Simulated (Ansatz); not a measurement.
**Profile along the Al–O line in LaAlO3 (cubic perovskite)**

LaAlO$_{3}$ (cubic perovskite)

Space group Pm-3m (No. 221); a = b = c = 3.7869 Å, α = β = γ = 90.00°

```json
[
 {"atom": "La", "site": "1a", "symmetry": "m-3m", "x": "0.0000", "y": "0.0000", "z": "0.0000"},
 {"atom": "Al", "site": "1b", "symmetry": "m-3m", "x": "0.5000", "y": "0.5000", "z": "0.5000"},
 {"atom": "O", "site": "3c", "symmetry": "4/mm.m", "x": "0.0000", "y": "0.5000", "z": "0.5000"}
]
```

Fields along a shortest Al–O line of a {210} plane (1.89 Å), from Al to O, interpolated on the slice's grid (step about 0.3 Å). All values below come from r2SCAN (plane waves to 500 eV, PAW, scalar-relativistic; Ansatz, a program for electronic structure). k mesh 9×9×9. Inside the PAW spheres the values are not all-electron values, and peaks at nuclei hang on which shells count as valence. LaAlO3 is run without spin polarisation. LaAlO3 was relaxed with its symmetry unable to fall. This is a high-temperature form of LaAlO3.

| distance from Al (Å) | valence electron density (e/Å³) | electron localisation function | density of the highest valence band (e/Å³) | density of the lowest conduction band (e/Å³) |
|---|---|---|---|---|
| 0.00 | 0.05 | x | 0.000 | 0.000 |
| 0.19 | 0.05 | x | 0.000 | 0.000 |
| 0.38 | 0.07 | x | 0.001 | 0.000 |
| 0.57 | 0.14 | 0.09 | 0.004 | 0.000 |
| 0.76 | 0.31 | 0.54 | 0.010 | 0.000 |
| 0.94 | 0.59 | 0.79 | 0.021 | 0.001 |
| 1.13 | 1.14 | 0.83 | 0.047 | 0.002 |
| 1.32 | 2.45 | 0.83 | 0.089 | 0.005 |
| 1.51 | 4.76 | x | 0.105 | 0.008 |
| 1.70 | 6.95 | x | 0.057 | 0.010 |
| 1.89 | 7.60 | x | 0.004 | 0.010 |

x: too close to a nucleus for the ELF to mean much. Band densities are of whole bands, smooth part only.

Density on the Al–O line (1.89 Å) at its midpoint: 0.59 e/Å³. ELF at that point: 0.8. ELF maximum in the middle third of the Al–O line: 0.83, 1.2 Å from Al.
